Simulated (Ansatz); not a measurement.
L1₀ (CuAu-type) CoPt, treated with r²SCAN+rVV10 (Ansatz, a quantum-chemistry and plane-wave program, plane waves, PAW).

Settings: plane-wave cutoff 560 eV, 20×20×16 k mesh (along the axes of the cell as run), Fermi–Dirac smearing 0.05 eV, spin-polarised with parallel moments, scalar-relativistic PAW data made under PBE.

Equation-of-state points:

| V (Å³/atom) | E − E_lowest (meV/atom) | P (GPa) |
|---|---|---|
| 12.674 | 16.99 | 10.74 |
| 12.938 | 4.07 | 5.05 |
| 13.202 | 0.00 | 0.00 |
| 13.466 | 3.76 | -4.47 |
| 13.730 | 14.47 | -8.45 |

Estimate the bulk modulus from the pressures at 12.938 and 13.466 Å³/atom, and compare it with a fit to all energies.

B = −V dP/dV. Between V = 12.938 and 13.466 Å³/atom, dP/dV = (-4.47 − (5.05))/(13.466 − 12.938) = -18.0 GPa per Å³/atom; at the midpoint 13.202 Å³/atom this gives B ≈ 238 GPa. The third-order Birch–Murnaghan fit gives V0 = 13.202 Å³/atom, B0 = 238 GPa, B′ = 5.0, which lies within 1 % of that estimate.

Shape and atoms are relaxed at each volume.

Note: the bulk modulus comes from volumes at which shape and atoms were relaxed.

Spin–orbit coupling is not included.

Computed values are for the static lattice.
